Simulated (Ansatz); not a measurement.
**Li2O in Ansatz: the effect of functional**

The system is Li2O.

```
O Li
1.0
     0.00000    2.31124    2.31124
     2.31124    0.00000    2.31124
     2.31124    2.31124    0.00000
O Li
1 2
Direct
  0.00000 0.00000 0.00000
  0.25000 0.25000 0.25000
  0.75000 0.75000 0.75000
```

The cell comes from a database or a generator and needn't be the stable form of this composition.

The cell isn't the ideal one: volume scaled by 0.98.

Alike in all runs:

| Quantity | Value |
| --- | --- |
| Program | Ansatz 0.2.0 |
| Task | single point |
| Potentials or basis | Ansatz PAW |
| k mesh | 10 × 10 × 10 |
| Occupations | fermi-dirac, width 0.05 eV |
| Spin | no spin polarisation |

```csv
functional,cutoff,gap on the mesh (eV),pressure (GPa)
PBEsol,420 eV (not typed: the program's choice for these potentials),?,?
LDA,420 eV (not typed: the program's choice for these potentials),4.81,-6.7
r2SCAN,500 eV (not typed: the program's choice for these potentials),5.70,-2.6
PBE,420 eV (not typed: the program's choice for these potentials),4.99,0.2
```

**Question.** What does the run with functional PBEsol give?

**Answer.** gap on the mesh 4.83 eV; pressure -2.2 GPa.

Caveats: the PAW data sets come from PBE, with cores solved anew for the run's functional, which leaves a small shift of forces and pressure (some runs).

A k mesh can miss the band edges.
